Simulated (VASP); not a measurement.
# ZrSe2 (P-3m1) in VASP: notebook

Runs on ZrSe2. Level: PBE0. Tasks: single point.

All numbers are computed with VASP 6.6.1; they aren't measurements. Logs are shortened: lines on timing, memory, paths and dates and some standing lists are left out, and cuts for length are marked.

### 1 Starting point

It takes space group P-3m1 (No. 164, trigonal). The conventional cell has a = 3.798 Å, b = 3.798 Å, c = 6.192 Å, α = 90.00°, β = 90.00°, γ = 120.00°. Around Zr (site symmetry -3m) lie 6 Se at 2.68 Å. Se (site symmetry 3m) has 3 Zr at 2.68 Å as nearest neighbours.

### 2 Single point, PBE0

POSCAR

```
ZrSe2
1.0
    3.7980000000      0.0000000000      0.0000000000
   -1.8990000000      3.2891644836      0.0000000000
    0.0000000000      0.0000000000      6.1920000000
Zr Se
1 2
Direct
    0.0000000000      0.0000000000      0.0000000000
    0.6666666667      0.3333333333      0.7500000000
    0.3333333333      0.6666666667      0.2500000000
```

INCAR.step1

```
PREC     = Accurate       # precision mode
ENCUT    = 400            # plane-wave cutoff, eV
EDIFF    = 1E-5           # SCF threshold, eV
ISMEAR   = 0              # smearing method
SIGMA    = 0.01           # smearing width, eV
LREAL    = False          # projectors in reciprocal space
LASPH    = True           # aspherical terms in the spheres
NELM     = 100            # most SCF steps
ALGO     = Normal         # electronic algorithm
ISIF     = 2              # what is computed and relaxed
LWAVE    = True           # write WAVECAR
NBANDS   = 20             # bands
NKRED    = 1            
GGA      = PE             # functional
```

INCAR.step2

```
PREC     = Accurate       # precision mode
ENCUT    = 400            # plane-wave cutoff, eV
EDIFF    = 1E-6           # SCF threshold, eV
ISMEAR   = 0              # smearing method
SIGMA    = 0.01           # smearing width, eV
LREAL    = False          # projectors in reciprocal space
LASPH    = True           # aspherical terms in the spheres
NELM     = 100            # most SCF steps
ALGO     = Normal         # electronic algorithm
ISIF     = 2              # what is computed and relaxed
LWAVE    = False          # write WAVECAR
LCHARG   = False          # write CHGCAR
GGA      = PE             # functional
LHFCALC  = True           # exact exchange
AEXX     = 0.25           # exact-exchange fraction
PRECFOCK = Normal       
NBANDS   = 20             # bands
NKRED    = 1            
ISTART   = 1
```

KPOINTS

```
Automatic mesh
0
Gamma
  4 4 3
```

Potentials or basis: VASP PAW PBE potentials, release 64 (Zr_sv, Se).

The run is started by

```bash
$ cat potpaw_PBE.64/Zr_sv/POTCAR potpaw_PBE.64/Se/POTCAR > POTCAR
$ cp INCAR.step1 INCAR
$ mpirun -np 1 vasp_std > vasp.out
$ cp INCAR.step2 INCAR
$ mpirun -np 1 vasp_std > vasp.out
```

OUTCAR:

```text
PREC = Accurate
   ENCUT = 400
   EDIFF = 1E-6
   ISMEAR = 0
   LREAL = False
   LASPH = True
   NELM = 100
   ISIF = 2
   GGA = PE
   LHFCALC = True
   AEXX = 0.25
   PRECFOCK = Normal
   NKRED = 1
   ISTART = 1

 Found      9 irreducible k-points:

 Following reciprocal coordinates:
            Coordinates               Weight
  0.000000  0.000000  0.000000      1.000000
  0.250000 -0.000000  0.000000      6.000000
  0.500000 -0.000000  0.000000      3.000000
  0.250000  0.250000  0.000000      6.000000
  0.000000  0.000000  0.333333      2.000000
  0.250000 -0.000000  0.333333      6.000000
   k-points           NKPTS =      9   k-points in BZ     NKDIM =     48   number of bands    NBANDS=     20
   number of dos      NEDOS =    301   number of ions     NIONS =      3
   total plane-waves  NPLWV =  31360
   dimension x,y,z NGX =    28 NGY =   28 NGZ =   40
   dimension x,y,z NGXF=    56 NGYF=   56 NGZF=   80
   ions per type =               1   2
   NGX,Y,Z   is equivalent  to a cutoff of  12.26, 12.26, 10.74 a.u.
   NGXF,Y,Z  is equivalent  to a cutoff of  24.51, 24.51, 21.48 a.u.
 SYSTEM =  unknown system
   PREC   = accura    normal or accurate (medium, high low for compatibility)
   ISTART =      1    job   : 0-new  1-cont  2-samecut
   ICHARG =      0    charge: 1-file 2-atom 10-const
   ISPIN  =      1    spin polarized calculation?
   LNONCOLLINEAR =      F non collinear calculations
   LSORBIT =      F    spin-orbit coupling
   LASPH  =      T    aspherical Exc in radial PAW
   ENCUT  =  400.0 eV  29.40 Ry    5.42 a.u.   6.19  6.19 10.10*2*pi/ulx,y,z
   NELM   =    100;   NELMIN=  2; NELMDL=  0     # of ELM steps
   EDIFF  = 0.1E-05   stopping-criterion for ELM
   LREAL  =      F    real-space projection
   EDIFFG = 0.1E-04   stopping-criterion for IOM
   NSW    =      0    number of steps for IOM
   IBRION =     -1    ionic relax: 0-MD 1-quasi-New 2-CG
   NFREE  =      0    steps in history (QN), initial steepest desc. (CG)
   ISIF   =      2    stress and relaxation
   ISYM   =      3    0-nonsym 1-usesym 2-fastsym
   POTIM  = 0.5000    time-step for ionic-motion
   TEBEG  =    0.0;   TEEND  =   0.0 temperature during run
   PSTRESS=    0.0 pullay stress
   NELECT =      24.0000    total number of electrons
   NUPDOWN=      -1.0000    fix difference up-down
   EMIN   =  10.00;   EMAX   =-10.00  energy-range for DOS
   EFERMI =   0.00;   METHOD = LEGACY
   ISMEAR =     0;   SIGMA  =   0.01  broadening in eV -4-tet -1-fermi 0-gaus
   EFERMI_NEDOS =   21; number of points for ismear=-14 and -15
   IALGO  =     38    algorithm
   IMIX   =      1    mixing-type and parameters
     AMIX     =   0.40;   BMIX     =  1.00
     AMIX_MAG =   1.60;   BMIX_MAG =  1.00
  volume/ion in A,a.u.               =      25.78       174.00
  Fermi-wavevector in a.u.,A,eV,Ry     =   1.108293  2.094371 16.712230  1.228314
  Thomas-Fermi vector in A             =   2.244819
   LORBIT       =      0    0 simple, 1 ext, 2 COOP (PROOUT), +10 PAW based schemes
   GGA     = PE    functional components
   LHFCALC =     T    Hartree Fock is set to
   PRECFOCK=normal    Normal, Fast or Accurate (Low or Medium for compatibility)
   ENCUT4O =  -1.0   cutoff for four orbital integrals eV
   NKREDX  =     1    reduce k-point grid by
   NKREDY  =     1    reduce k-point grid by
   NKREDZ  =     1    reduce k-point grid by
   AEXX    =    0.2500 exact exchange contribution
   HFSCREEN=    0.0000 screening length (either q_TF or 0.3 A-1)
   HFSCREENC=   0.0000 screening length for correlation (either q_TF or 0.3 A-1)
   ENCUTFOCK=  -1.0 apply spherical cutoff to Coloumb kernel
   IVDW    =     0    specifies the selected vdW correction
   LEPSILON=     F    determine dielectric tensor
   LRPA    =     F    only Hartree local field effects (RPA)
 non-spin polarized calculation
 Gauss-broadening in eV      SIGMA  =   0.01
  energy-cutoff  :      400.00
  volume of cell :       77.35
 maximum number of plane-waves:      1418
 NGX is ok and might be reduce to    28
  NGX = 20; NGY = 20; NGZ = 32

 number of electron      24.0000002 magnetization

 Free energy of the ion-electron system (eV)
  ---------------------------------------------------
  ext. energy  EPLUGINS =         0.00000000
  ---------------------------------------------------
  free energy    TOTEN  =       -25.36442246 eV

  energy without entropy =      -25.36442246  energy(sigma->0) =      -25.36442246

 E-fermi :   3.5393     XC(G=0):  -7.4699

 val. band max:        3.4591820592   @ k =   0.0000   0.0000   0.0000
 cond. band min:       5.2534849484   @ k =   0.5000  -0.0000   0.3333
 fundamental gap:      1.7943028892
 Fermi energy:         3.5393239262

 k-point     1 :       0.0000    0.0000    0.0000
  band No.  band energies     occupation
      1     -49.7190      2.00000
      2     -26.3676      2.00000
      3     -26.2228      2.00000
      4     -26.2228      2.00000
      5     -11.1371      2.00000
      6      -9.6947      2.00000
[... 12 lines left out ...]
     19       9.9905      0.00000
     20      14.0739      0.00000

 k-point     2 :       0.2500   -0.0000    0.0000
  band No.  band energies     occupation
      1     -49.7119      2.00000
      2     -26.3452      2.00000
      3     -26.3334      2.00000
      4     -26.2477      2.00000
      5     -10.5700      2.00000
      6      -9.7548      2.00000
[... 12 lines left out ...]
     19      12.6232      0.00000
     20      13.6937      0.00000

 k-point     3 :       0.5000   -0.0000    0.0000
  band No.  band energies     occupation
      1     -49.7048      2.00000
      2     -26.4452      2.00000
      3     -26.3186      2.00000
      4     -26.2722      2.00000
      5     -10.0100      2.00000
      6      -9.6964      2.00000
[... 12 lines left out ...]
     19      12.3977      0.00000
     20      13.6476      0.00000

 k-point     4 :       0.2500    0.2500    0.0000
  band No.  band energies     occupation
      1     -49.7048      2.00000
      2     -26.4023      2.00000
      3     -26.3225      2.00000
      4     -26.3129      2.00000
      5      -9.9161      2.00000
      6      -9.7957      2.00000
[... 12 lines left out ...]
     19      13.4737      0.00000
     20      14.3062      0.00000

 k-point     5 :       0.0000    0.0000    0.3333
  band No.  band energies     occupation
      1     -49.7190      2.00000
      2     -26.3677      2.00000
      3     -26.2228      2.00000
      4     -26.2228      2.00000
      5     -10.9432      2.00000
      6      -9.9879      2.00000
[... 12 lines left out ...]
     19      11.2783      0.00000
     20      14.2247      0.00000

 k-point     6 :       0.2500   -0.0000    0.3333
  band No.  band energies     occupation
      1     -49.7119      2.00000
      2     -26.3453      2.00000
      3     -26.3332      2.00000
      4     -26.2478      2.00000
      5     -10.3807      2.00000
      6      -9.9842      2.00000
[... 12 lines left out ...]
     19      12.9562      0.00000
     20      13.7355      0.00000

 [... further k-points ...]

------------------------ aborting loop because EDIFF is reached ----------------------------------------

  FORCE on cell =-STRESS in cart. coord.  units (eV):
  Direction    XX          YY          ZZ          XY          YZ          ZX
  --------------------------------------------------------------------------------------
  -------------------------------------------------------------------------------------
  Total        0.3185649      0.3185649      0.5994428     -0.0000000     -0.0000000      0.0000000
  in kB        6.5983755      6.5983755     12.4161467     -0.0000000     -0.0000000      0.0000000
  external PRESSURE =       8.5376326 kB  Pullay stress =       0.0000000 kB

 VOLUME and BASIS-vectors are now :
 -----------------------------------------------------------------------------
  energy-cutoff  :      400.00
  volume of cell :       77.35
      direct lattice vectors                 reciprocal lattice vectors
     3.798000000  0.000000000  0.000000000     0.263296472  0.152014289  0.000000000
    -1.899000000  3.289164484  0.000000000     0.000000000  0.304028578  0.000000000
     0.000000000  0.000000000  6.192000000     0.000000000  0.000000000  0.161498708

 POSITION                                       TOTAL-FORCE (eV/Angst)
 -----------------------------------------------------------------------------------
      0.00000      0.00000      0.00000         0.000000      0.000000      0.000000
      1.89900      1.09639      4.64400         0.000000     -0.000000     -0.028121
     -0.00000      2.19278      1.54800        -0.000000      0.000000      0.028121
 -----------------------------------------------------------------------------------
    total drift:                                0.000000     -0.000000     -0.000000

  FREE ENERGIE OF THE ION-ELECTRON SYSTEM (eV)
  ---------------------------------------------------
  free  energy   TOTEN  =       -25.3644224646 eV

  energy  without entropy=      -25.3644224646  energy(sigma->0) =      -25.36442246
```

Run time: 9.2 min. Hardware: 1 thread of Intel Xeon Platinum 8488C (Sapphire Rapids), shared host; peak memory 0.18 GiB.

The run converged, but some of its settings lie outside the range that counts as converged, so its numbers aren't taken as properties of the crystal.

Results:

| Quantity | Value |
| --- | --- |
| Free energy | -25.3644 eV |
| Pressure | 0.9 GPa |
| Largest force | 0.028 eV/Å |
| Band gap on the k mesh | 1.79 eV, indirect (least direct gap 2.50 eV) |

Caveat: the k mesh is coarse (spacing up to 0.48 Å⁻¹), so the values aren't converged, least of all with exact exchange; the PAW data sets were made with another functional, which shifts forces and pressure a little; an odd mesh through Γ misses points on the zone boundary, where band edges often lie; this functional lacks dispersion, which binds the layers, so the pressure and a relaxed spacing across them are unreliable.

### 3 Single point, PBE0

POSCAR is that of step 2.

Edit INCAR.step1 of step 2 so:

```diff
@@ -1,3 +1,3 @@
 PREC     = Accurate       # precision mode
-ENCUT    = 400            # plane-wave cutoff, eV
+ENCUT    = 460            # plane-wave cutoff, eV
 EDIFF    = 1E-5           # SCF threshold, eV
```

Edit INCAR.step2 of step 2 so:

```diff
@@ -1,3 +1,3 @@
 PREC     = Accurate       # precision mode
-ENCUT    = 400            # plane-wave cutoff, eV
+ENCUT    = 460            # plane-wave cutoff, eV
 EDIFF    = 1E-6           # SCF threshold, eV
@@ -15,3 +15,3 @@
 AEXX     = 0.25           # exact-exchange fraction
-PRECFOCK = Normal       
+PRECFOCK = Fast         
 NBANDS   = 20             # bands
```

KPOINTS is that of step 2.

Potentials or basis: VASP PAW PBE potentials, release 64 (Zr_sv, Se).

The run is started by

```bash
$ cat potpaw_PBE.64/Zr_sv/POTCAR potpaw_PBE.64/Se/POTCAR > POTCAR
$ cp INCAR.step1 INCAR
$ mpirun -np 1 vasp_std > vasp.out
$ cp INCAR.step2 INCAR
$ mpirun -np 1 vasp_std > vasp.out
```

It took 5.1 min on 1 thread of Intel Xeon Platinum 8488C (Sapphire Rapids), shared host; peak memory 0.19 GiB.

These settings aren't checked as converged: the numbers below hold their error.

Results:

* Free energy: -25.3635 eV
* Pressure: 0.9 GPa
* Largest force: 0.027 eV/Å
* Band gap on the k mesh: 1.79 eV, indirect (least direct gap 2.50 eV)

Caveat: the k mesh is coarse (spacing up to 0.48 Å⁻¹), so the values aren't converged, least of all with exact exchange; the PAW data sets were made with another functional, which shifts forces and pressure a little; an odd mesh through Γ misses points on the zone boundary, where band edges often lie; this functional lacks dispersion, which binds the layers, so the pressure and a relaxed spacing across them are unreliable.

### 4 Single point, PBE0

POSCAR is that of step 3.

Edit INCAR.step1 of step 3 so:

```diff
@@ -1,3 +1,3 @@
 PREC     = Accurate       # precision mode
-ENCUT    = 460            # plane-wave cutoff, eV
+ENCUT    = 400            # plane-wave cutoff, eV
 EDIFF    = 1E-5           # SCF threshold, eV
```

Edit INCAR.step2 of step 3 so:

```diff
@@ -1,3 +1,3 @@
 PREC     = Accurate       # precision mode
-ENCUT    = 460            # plane-wave cutoff, eV
+ENCUT    = 400            # plane-wave cutoff, eV
 EDIFF    = 1E-6           # SCF threshold, eV
```

KPOINTS

```
Automatic mesh
0
Gamma
  5 5 3
```

The run is started by

```bash
$ cat potpaw_PBE.64/Zr_sv/POTCAR potpaw_PBE.64/Se/POTCAR > POTCAR
$ cp INCAR.step1 INCAR
$ mpirun -np 1 vasp_std > vasp.out
$ cp INCAR.step2 INCAR
$ mpirun -np 1 vasp_std > vasp.out
```

It took 8.9 min on 1 thread of Intel Xeon Platinum 8488C (Sapphire Rapids), shared host; peak memory 0.17 GiB.

The run converged, but some of its settings lie outside the range that counts as converged, so its numbers aren't taken as properties of the crystal.

What came out:

* Free energy: -25.3921 eV
* Pressure: 0.7 GPa
* Largest force: 0.036 eV/Å
* Band gap on the k mesh: 1.82 eV, indirect (least direct gap 2.50 eV)

Caveat: the PAW data sets were made with another functional, which shifts forces and pressure a little; an odd mesh through Γ misses points on the zone boundary, where band edges often lie; this functional lacks dispersion, which binds the layers, so the pressure and a relaxed spacing across them are unreliable.

### 5 For comparison

An earlier run on the cell as given: functional PBE; potentials or basis VASP PAW PBE potentials, release 64 (Zr_sv, Se); cutoff 520 eV; k mesh 8 × 8 × 5; occupations fermi-dirac, width 0.05 eV; no spin polarisation.

- Pressure: 2.0 GPa
- Largest force: 0.301 eV/Å
- Band gap on the k mesh: 0.41 eV, indirect (least direct gap 1.05 eV)
